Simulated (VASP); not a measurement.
# Si (Fmmm) in VASP: notebook

The runs below take Si through single point, with r2SCAN, PBEsol.

Program: VASP 6.6.1. These are calculated values, not measurements. Logs are shortened: lines on timing, memory, paths and dates and some standing lists are left out, and cuts for length are marked.

### Step 1. The cell of the first run

Symmetry: Fmmm, No. 69, orthorhombic system. The conventional cell has a = 4.511 Å, b = 5.085 Å, c = 9.319 Å, α = 90.00°, β = 90.00°, γ = 90.00°. Si (site symmetry m2m) has 3 Si at 2.16 to 2.29 Å as nearest neighbours. Si (site symmetry mm2) has 6 Si at 2.33 to 2.61 Å as nearest neighbours.

This isn't the form of Si at room conditions, which is diamond.

### Step 2. Single point, r2SCAN (functional r2SCAN, strained and moved within the space group)

POSCAR

```
Si
1.0
    0.0000000000      2.5422777692      4.6594020296
    2.2555673042      0.0000000000      4.6594020296
    2.2555673042      2.5422777692      0.0000000000
Si
4
Direct
    0.7119280756      0.2880719244      0.7119280756
    0.2880719244      0.7119280756      0.2880719244
    0.7820035264      0.7820035264      0.2179964736
    0.2179964736      0.2179964736      0.7820035264
```

INCAR.step1

```
  PREC = Accurate
  ENCUT = 520
  ISMEAR = 0
  SIGMA = 0.1
  LREAL = F
  LASPH = T
  NELM = 100
  NBANDS = 16
  GGA = PE
  ALGO = Normal
  EDIFF = 1E-4
  LWAVE = T
  LCHARG = F
```

INCAR.step2

```
  PREC = Accurate
  ENCUT = 520
  EDIFF = 1E-6
  ISMEAR = 0
  SIGMA = 0.1
  LREAL = F
  LASPH = T
  NELM = 100
  ALGO = Normal
  ISIF = 2
  LWAVE = F
  LCHARG = F
  METAGGA = R2SCAN
  LMIXTAU = T
  NBANDS = 16
  ISTART = 1
```

KPOINTS

```
regular mesh
0
Gamma
  12 12 12
```

Potentials or basis: VASP PAW PBE potentials, release 64 (Si).

Command:

```sh
> cat potpaw_PBE.64/Si/POTCAR > POTCAR
> cp INCAR.step1 INCAR
> mpirun -np 1 vasp_std > vasp.out
> cp INCAR.step2 INCAR
> mpirun -np 1 vasp_std > vasp.out
```

OUTCAR:

```text
PREC = Accurate
   ENCUT = 520
   EDIFF = 1E-6
   ISMEAR = 0
   LREAL = F
   LASPH = T
   NELM = 100
   ISIF = 2
   METAGGA = R2SCAN
   ISTART = 1

 ion  position               nearest neighbor table
   1  0.712  0.288  0.712-   2 2.16   2 2.29   2 2.29   4 2.50   3 2.50   4 2.84   3 2.84   2 2.93

   2  0.288  0.712  0.288-   1 2.16   1 2.29   1 2.29   4 2.50   3 2.50   4 2.84   3 2.84   1 2.93

   3  0.782  0.782  0.218-   4 2.33   4 2.33   2 2.50   1 2.50   4 2.61   4 2.61   1 2.84   2 2.84

   4  0.218  0.218  0.782-   3 2.33   3 2.33   2 2.50   1 2.50   3 2.61   3 2.61   1 2.84   2 2.84

  LATTYP: Found a face centered orthorhombic cell.
 ALAT       =     4.5111346084
 B/A-ratio  =     1.1271123519
 C/A-ratio  =     2.0657339823

  Lattice vectors:

 A1 = (   0.0000000000,   2.5422777692,   4.6594020296)
 A2 = (   2.2555673042,   0.0000000000,   4.6594020296)
 A3 = (   2.2555673042,   2.5422777692,   0.0000000000)

Analysis of symmetry for initial positions (statically):
=====================================================================
 Subroutine PRICEL returns:
 Original cell was already a primitive cell.

 Routine SETGRP: Setting up the symmetry group for a
 face centered orthorhombic supercell.

 Subroutine GETGRP returns: Found  8 space group operations
 (whereof  8 operations were pure point group operations)
 out of a pool of  8 trial point group operations.

The static configuration has the point symmetry D_2h.

Analysis of symmetry for dynamics (positions and initial velocities):
=====================================================================
 Subroutine PRICEL returns:
 Original cell was already a primitive cell.

 Routine SETGRP: Setting up the symmetry group for a
 face centered orthorhombic supercell.

 Subroutine GETGRP returns: Found  8 space group operations
 (whereof  8 operations were pure point group operations)
 out of a pool of  8 trial point group operations.

The dynamic configuration has the point symmetry D_2h.

 Subroutine INISYM returns: Found  8 space group operations
 (whereof  8 operations are pure point group operations),
 and found     1 'primitive' translations

----------------------------------------------------------------------------------------

                                     Primitive cell

  volume of cell :      53.4366

  direct lattice vectors                    reciprocal lattice vectors
     0.000000000  2.542277769  4.659402030    -0.221673722  0.196674024  0.107309907
     2.255567304  0.000000000  4.659402030     0.221673722 -0.196674024  0.107309907
     2.255567304  2.542277769  0.000000000     0.221673722  0.196674024 -0.107309907

  length of vectors
     5.307843586  5.176640913  3.398640922     0.315175074  0.315175074  0.315175074

  position of ions in fractional coordinates (direct lattice)
     0.711928076  0.288071924  0.711928076
     0.288071924  0.711928076  0.288071924
     0.782003526  0.782003526  0.217996474
     0.217996474  0.217996474  0.782003526

  ion indices of the primitive-cell ions
   primitive index   ion index
                 1           1
                 2           2
                 3           3
                 4           4

----------------------------------------------------------------------------------------

 KPOINTS: regular mesh

Automatic generation of k-mesh.
 Grid dimensions read from file:
 generate k-points for:   12   12   12

 Generating k-lattice:

  Cartesian coordinates                     Fractional coordinates (reciprocal lattice)
    -0.018472810  0.016389502  0.008942492     0.083333333  0.000000000  0.000000000
     0.018472810 -0.016389502  0.008942492     0.000000000  0.083333333 -0.000000000
     0.018472810  0.016389502 -0.008942492     0.000000000 -0.000000000  0.083333333

  Length of vectors
     0.026264589  0.026264589  0.026264589

  Shift w.r.t. Gamma in fractional coordinates (k-lattice)
     0.000000000  0.000000000  0.000000000

 Subroutine IBZKPT returns following result:
 ===========================================

 Found    280 irreducible k-points:

 Following reciprocal coordinates:
            Coordinates               Weight
  0.000000  0.000000  0.000000      1.000000
  0.083333  0.000000 -0.000000      8.000000
  0.166667  0.000000  0.000000      8.000000
  0.250000  0.000000 -0.000000      8.000000
  0.333333  0.000000  0.000000      8.000000
  0.416667  0.000000 -0.000000      8.000000
[... 16 lines left out ...]
  0.500000  0.166667  0.000000      8.000000
 -0.416667  0.166667  0.000000      8.000000
 [... further k-points ...]
   k-points           NKPTS =    280   k-points in BZ     NKDIM =    280   number of bands    NBANDS=     16
   number of dos      NEDOS =    301   number of ions     NIONS =      4
   total plane-waves  NPLWV =  44800
   dimension x,y,z NGX =    40 NGY =   40 NGZ =   28
   dimension x,y,z NGXF=    80 NGYF=   80 NGZF=   56
   ions per type =               4
   NGX,Y,Z   is equivalent  to a cutoff of  12.53, 12.85, 13.70 a.u.
   NGXF,Y,Z  is equivalent  to a cutoff of  25.06, 25.69, 27.39 a.u.
 SYSTEM =  unknown system
   PREC   = accura    normal or accurate (medium, high low for compatibility)
   ISTART =      1    job   : 0-new  1-cont  2-samecut
   ICHARG =      0    charge: 1-file 2-atom 10-const
   ISPIN  =      1    spin polarized calculation?
   LNONCOLLINEAR =      F non collinear calculations
   LSORBIT =      F    spin-orbit coupling
   LASPH  =      T    aspherical Exc in radial PAW
   ENCUT  =  520.0 eV  38.22 Ry    6.18 a.u.   9.87  9.63  6.32*2*pi/ulx,y,z
   NELM   =    100;   NELMIN=  2; NELMDL=  0     # of ELM steps
   EDIFF  = 0.1E-05   stopping-criterion for ELM
   LREAL  =      F    real-space projection
   EDIFFG = 0.1E-04   stopping-criterion for IOM
   NSW    =      0    number of steps for IOM
   IBRION =     -1    ionic relax: 0-MD 1-quasi-New 2-CG
   NFREE  =      0    steps in history (QN), initial steepest desc. (CG)
   ISIF   =      2    stress and relaxation
   ISYM   =      2    0-nonsym 1-usesym 2-fastsym
   POTIM  = 0.5000    time-step for ionic-motion
   TEBEG  =    0.0;   TEEND  =   0.0 temperature during run
   PSTRESS=    0.0 pullay stress
   NELECT =      16.0000    total number of electrons
   NUPDOWN=      -1.0000    fix difference up-down
   EMIN   =  10.00;   EMAX   =-10.00  energy-range for DOS
   EFERMI =   0.00;   METHOD = LEGACY
   ISMEAR =     0;   SIGMA  =   0.10  broadening in eV -4-tet -1-fermi 0-gaus
   EFERMI_NEDOS =   21; number of points for ismear=-14 and -15
   IALGO  =     38    algorithm
   IMIX   =      4    mixing-type and parameters
     AMIX     =   0.40;   BMIX     =  1.00
     AMIX_MAG =   1.60;   BMIX_MAG =  1.00
  volume/ion in A,a.u.               =      13.36        90.15
  Fermi-wavevector in a.u.,A,eV,Ry     =   1.095221  2.069668 16.320317  1.199509
  Thomas-Fermi vector in A             =   2.231541
   LORBIT       =      0    0 simple, 1 ext, 2 COOP (PROOUT), +10 PAW based schemes
   METAGGA = R2SCAN    functional components
   LHFCALC =     F    Hartree Fock is set to
   AEXX    =    0.0000 exact exchange contribution
   IVDW    =     0    specifies the selected vdW correction
   LEPSILON=     F    determine dielectric tensor
   LRPA    =     F    only Hartree local field effects (RPA)
 non-spin polarized calculation
 Gauss-broadening in eV      SIGMA  =   0.10
  energy-cutoff  :      520.00
  volume of cell :       53.44
 maximum number of plane-waves:      1457
   NGX = 19   NGY = 19   NGZ = 13

 number of electron      16.0000000 magnetization

 Free energy of the ion-electron system (eV)
  ---------------------------------------------------
  ext. energy  EPLUGINS =         0.00000000
  ---------------------------------------------------
  free energy    TOTEN  =       -32.59505518 eV

  energy without entropy =      -32.58952568  energy(sigma->0) =      -32.59229043

 E-fermi :  10.9643     XC(G=0): -12.0860

 val. band max:       10.9589767839   @ k =   0.0833   0.0000   0.0833
 cond. band min:      10.9672272238   @ k =   0.4167  -0.3333   0.2500
 fundamental gap:      0.0082504399
 Fermi energy:        10.9643330542

 k-point     1 :       0.0000    0.0000    0.0000
  band No.  band energies     occupation
      1      -4.8665      2.00000
      2       1.4898      2.00000
      3       2.6867      2.00000
      4       8.0823      2.00000
      5       8.2667      2.00000
      6       8.6123      2.00000
[... 8 lines left out ...]
     15      20.2850      0.00000
     16      20.5637      0.00000

 k-point     2 :       0.0833    0.0000   -0.0000
  band No.  band energies     occupation
      1      -4.7614      2.00000
      2       1.3665      2.00000
      3       3.0072      2.00000
      4       7.0717      2.00000
      5       7.7755      2.00000
      6       8.2132      2.00000
[... 8 lines left out ...]
     15      19.6887      0.00000
     16      20.4591      0.00000

 k-point     3 :       0.1667    0.0000    0.0000
  band No.  band energies     occupation
      1      -4.4464      2.00000
      2       1.2132      2.00000
      3       3.7391      2.00000
      4       5.2622      2.00000
      5       6.4107      2.00000
      6       8.3076      2.00000
[... 8 lines left out ...]
     15      19.8681      0.00000
     16      20.2438      0.00000

 k-point     4 :       0.2500    0.0000   -0.0000
  band No.  band energies     occupation
      1      -3.9229      2.00000
      2       1.1966      2.00000
      3       3.3859      2.00000
      4       4.8036      2.00000
      5       5.1343      2.00000
      6       8.4536      2.00000
[... 8 lines left out ...]
     15      19.0590      0.00000
     16      19.4706      0.00000

 k-point     5 :       0.3333    0.0000    0.0000
  band No.  band energies     occupation
      1      -3.1930      2.00000
      2       1.3344      2.00000
      3       1.7499      2.00000
      4       4.0192      2.00000
      5       5.9871      2.00000
      6       8.6717      2.00000
[... 8 lines left out ...]
     15      19.0996      0.00000
     16      19.2107      0.00000

 k-point     6 :       0.4167    0.0000   -0.0000
  band No.  band energies     occupation
      1      -2.2607      2.00000
      2       0.2015      2.00000
      3       1.7196      2.00000
      4       3.0959      2.00000
      5       7.3491      2.00000
      6       8.9397      2.00000
[... 8 lines left out ...]
     15      18.8381      0.00000
     16      19.1193      0.00000
[... 267 lines left out ...]
 k-point    21 :       0.3333    0.1667    0.0000
  band No.  band energies     occupation
      1      -4.0633      2.00000
      2      -0.5821      2.00000
      3       4.5269      2.00000
      4       6.2549      2.00000
      5       7.5996      2.00000
      6       8.0395      2.00000
[... 8 lines left out ...]
     15      17.4390      0.00000
     16      19.3691      0.00000

 k-point    22 :       0.4167    0.1667   -0.0000
  band No.  band energies     occupation
      1      -3.4469      2.00000
      2      -0.5363      2.00000
      3       2.7790      2.00000
      4       6.5673      2.00000
      5       7.2951      2.00000
      6       8.1231      2.00000
[... 8 lines left out ...]
     15      17.8910      0.00000
     16      18.8396      0.00000

 k-point    23 :       0.5000    0.1667    0.0000
  band No.  band energies     occupation
      1      -2.6274      2.00000
      2      -0.2874      2.00000
      3       1.1765      2.00000
      4       5.5858      2.00000
      5       8.2010      2.00000
      6       8.6215      2.00000
[... 8 lines left out ...]
     15      17.7718      0.00000
     16      18.7279      0.00000

 k-point    24 :      -0.4167    0.1667    0.0000
  band No.  band energies     occupation
      1      -1.6132      2.00000
      2      -0.2657      2.00000
      3       0.1876      2.00000
      4       4.7527      2.00000
      5       8.0953      2.00000
      6       8.6909      2.00000
[... 8 lines left out ...]
     15      17.4182      0.00000
     16      17.9588      0.00000

 [... further k-points ...]

------------------------ aborting loop because EDIFF is reached ----------------------------------------

  FORCE on cell =-STRESS in cart. coord.  units (eV):
  Direction    XX          YY          ZZ          XY          YZ          ZX
  --------------------------------------------------------------------------------------
  -------------------------------------------------------------------------------------
  Total       10.6197813      9.3453555      3.4923499      0.0000000      0.0000000      0.0000000
  in kB      318.4103565    280.1995521    104.7102904      0.0000000      0.0000000      0.0000000
  external PRESSURE =     234.4400663 kB  Pullay stress =       0.0000000 kB

 VOLUME and BASIS-vectors are now :
 -----------------------------------------------------------------------------
  energy-cutoff  :      520.00
  volume of cell :       53.44
      direct lattice vectors                 reciprocal lattice vectors
     0.000000000  2.542277769  4.659402030    -0.221673722  0.196674024  0.107309907
     2.255567304  0.000000000  4.659402030     0.221673722 -0.196674024  0.107309907
     2.255567304  2.542277769  0.000000000     0.221673722  0.196674024 -0.107309907

 POSITION                                       TOTAL-FORCE (eV/Angst)
 -----------------------------------------------------------------------------------
      2.25557      3.61984      4.65940         0.000000      1.981145      0.000000
      2.25557      1.46472      4.65940         0.000000     -1.981145      0.000000
      2.25557      2.54228      7.28734         0.000000      0.000000      0.102347
      2.25557      2.54228      2.03147         0.000000      0.000000     -0.102347
 -----------------------------------------------------------------------------------
    total drift:                                0.000000      0.000000      0.000000

  FREE ENERGIE OF THE ION-ELECTRON SYSTEM (eV)
  ---------------------------------------------------
  free  energy   TOTEN  =       -32.5950551811 eV

  energy  without entropy=      -32.5895256841  energy(sigma->0) =      -32.59229043
```

Run time: 6.2 min. Hardware: 1 thread of Intel Xeon 6975P-C (Granite Rapids), shared host; peak memory 0.32 GiB.

Results:

* Free energy: -32.5951 eV
* Pressure: 23.4 GPa
* Largest force: 1.981 eV/Å
* Band gap on the k mesh: none (metal or under the smearing width)

Forces in eV/Å, atoms in the order of the input:
```
Si   0.000  1.981  0.000
Si   0.000 -1.981  0.000
Si   0.000  0.000  0.102
Si   0.000  0.000 -0.102
```

Caveat: so large a pressure means that the cell lies far from this level's equilibrium, or that cutoff or potentials fall short; the potentials were made for another functional, which shifts forces and pressure.

### Step 3. Single point, PBEsol (Si replaced by Pb, lengths x 1.189, strained and moved within the space group)

INCAR

```
PREC = Accurate ; ENCUT = 520
EDIFF = 1E-7 ; ISMEAR = 0
SIGMA = 0.1 ; LREAL = F
LASPH = T ; NELM = 100
ALGO = Normal ; ISIF = 2
LWAVE = F ; LCHARG = T
GGA = PS ; LELF = T
LVHAR = T ; NBANDS = 36
```

KPOINTS

```
regular mesh
0
Gamma
  4 4 4
```

POSCAR

```
Pb
1.0
    0.0000000000      3.1808992653      5.4614533303
    2.8579224512      0.0000000000      5.4614533303
    2.8579224512      3.1808992653      0.0000000000
Pb
4
Direct
    0.7421574957      0.2578425043      0.7421574957
    0.2578425043      0.7421574957      0.2578425043
    0.7832284186      0.7832284186      0.2167715814
    0.2167715814      0.2167715814      0.7832284186
```

Potentials or basis: VASP PAW PBE potentials, release 64 (Pb_d).

Command:

```sh
> cat potpaw_PBE.64/Pb_d/POTCAR > POTCAR
> mpirun -np 1 vasp_std > vasp.out
```

Wall time 38 s (1 thread of Intel Xeon 6975P-C (Granite Rapids), shared host); peak memory 0.27 GiB.

The run converged. Its results:

| Quantity | Value |
| --- | --- |
| Free energy | -14.0719 eV |
| Pressure | 18.9 GPa |
| Largest force | 1.293 eV/Å |
| Band gap on the k mesh | none (metal or under the smearing width) |

Forces in eV/Å, atoms in the order of the input:
```
Pb   0.000 -1.293  0.000
Pb   0.000  1.293  0.000
Pb   0.000  0.000 -1.285
Pb   0.000  0.000  1.285
```

Stress tensor (GPa, compression positive):
```
19.11  0.00  0.00
 0.00 17.93  0.00
 0.00  0.00 19.62
```

Levels at points of the mesh, in eV from the Fermi level:
```
           k point  band 26  band 27  band 28  band 29  band 30  band 31
(0.00, 0.00, 0.00)    -2.57    -2.38    -2.18    -1.91     2.92     3.18
(0.50, 0.00, 0.00)    -1.91    -0.43     0.74     1.00     1.14     1.98
(0.50, 0.50, 0.00)    -2.01    -0.16     0.21     0.86     1.28     2.00
(0.50, 0.00, 0.50)    -4.03    -3.30    -2.66    -1.20    -0.55     3.76
(0.00, 0.50, 0.50)    -5.39    -4.34    -2.18    -1.80     3.07     3.67
```

Caveat: the k mesh is coarse (spacing up to 0.40 Å⁻¹), so the values aren't converged; so large a pressure means that the cell lies far from this level's equilibrium, or that cutoff or potentials fall short; the potentials were made for another functional, which shifts forces and pressure.

(Continued in part 2 of 2.)
